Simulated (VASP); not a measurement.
# C: relaxed cell and band gap, by functional

C, Fd-3m (no. 227), 2 atoms in the cell.

| Functional | Volume (Å³/atom) | Change from the starting volume (fraction) | Gap, path and mesh (eV) | Time (s) |
|---|---|---|---|---|
| RPBE | 5.77 | 0.018 | 4.09 | 42 |
| revPBE | 5.75 | 0.015 | 4.09 | 41 |
| AM05 | 5.60 | -0.013 | 4.05 | 45 |
| PW91 | 5.70 | 0.005 | 4.16 | 40 |
| BLYP | 5.82 | 0.027 | 4.38 | 60 |
| optPBE exchange with PBE correlation | 5.68 | 0.002 | 4.02 | 38 |
| optB88 exchange with PBE correlation | 5.65 | -0.005 | 4.06 | 41 |
| optB86b exchange with PBE correlation | 5.62 | -0.009 | 3.92 | 39 |
| PW86R exchange with PBE correlation | 5.78 | 0.019 | 4.34 | 39 |

## Input of the first row

INCAR.step1:
```
PREC     = Accurate       # precision mode
ENCUT    = 600            # plane-wave cutoff, eV
EDIFF    = 1E-7           # SCF threshold, eV
ISMEAR   = 0              # smearing method
SIGMA    = 0.02           # smearing width, eV
LREAL    = False          # projectors in reciprocal space
LASPH    = True           # aspherical terms in the spheres
GGA_COMPAT= False        
ALGO     = Normal         # electronic algorithm
NELM     = 150            # most SCF steps
ISIF     = 3              # what is computed and relaxed
LWAVE    = False          # write WAVECAR
LCHARG   = False          # write CHGCAR
GGA      = RP             # functional
IBRION   = 2              # ionic algorithm
EDIFFG   = -0.005         # ionic threshold
NSW      = 60             # ionic steps
```

INCAR.step2, as INCAR.step1 but for:
```
- NSW = 60
+ NSW = 40
```

INCAR.step3, as INCAR.step2 but for:
```
- ISIF = 3
- IBRION = 2
- EDIFFG = -0.005
- NSW = 40
+ ISIF = 2
+ NBANDS = 11
```

KPOINTS:
```
k-points
0
Gamma
  10 10 10
```

KPOINTS_OPT:
```
path GXWKGLUWLK,UX
8
line-mode
reciprocal
 0.0000000000  0.0000000000  0.0000000000  G
 0.5000000000  0.0000000000  0.5000000000  X

 0.5000000000  0.0000000000  0.5000000000  X
 0.5000000000  0.2500000000  0.7500000000  W

 0.5000000000  0.2500000000  0.7500000000  W
 0.3750000000  0.3750000000  0.7500000000  K

 0.3750000000  0.3750000000  0.7500000000  K
 0.0000000000  0.0000000000  0.0000000000  G

 0.0000000000  0.0000000000  0.0000000000  G
 0.5000000000  0.5000000000  0.5000000000  L

 0.5000000000  0.5000000000  0.5000000000  L
 0.6250000000  0.2500000000  0.6250000000  U

 0.6250000000  0.2500000000  0.6250000000  U
 0.5000000000  0.2500000000  0.7500000000  W

 0.5000000000  0.2500000000  0.7500000000  W
 0.5000000000  0.5000000000  0.5000000000  L

 0.5000000000  0.5000000000  0.5000000000  L
 0.3750000000  0.3750000000  0.7500000000  K

 0.6250000000  0.2500000000  0.6250000000  U
 0.5000000000  0.0000000000  0.5000000000  X
```

POSCAR.step1:
```
C
1.0
    0.0000000000      1.7833700000      1.7833700000
    1.7833700000      0.0000000000      1.7833700000
    1.7833700000      1.7833700000      0.0000000000
C
2
Direct
    0.7500000000      0.7500000000      0.7500000000
    0.5000000000      0.5000000000      0.5000000000
```

Commands (each step's output is kept before the next begins):
```
cat potpaw_PBE.64/C/POTCAR > POTCAR
cp INCAR.step1 INCAR
cp POSCAR.step1 POSCAR
mpirun -np 1 vasp_std > vasp.out
cp CONTCAR POSCAR
rm WAVECAR CHG
cp INCAR.step2 INCAR
mpirun -np 1 vasp_std > vasp.out
cp CONTCAR POSCAR
rm WAVECAR CHG
cp INCAR.step3 INCAR
mpirun -np 1 vasp_std > vasp.out
```

Changes of the last row against the first:
```
(all steps)
- GGA = RP
+ GGA = ML
```

VASP 6.6.1 took 42 s on 1 core (Intel Xeon Platinum 8259CL @ 2.50GHz (Skylake/Cascade Lake)), a shared host.
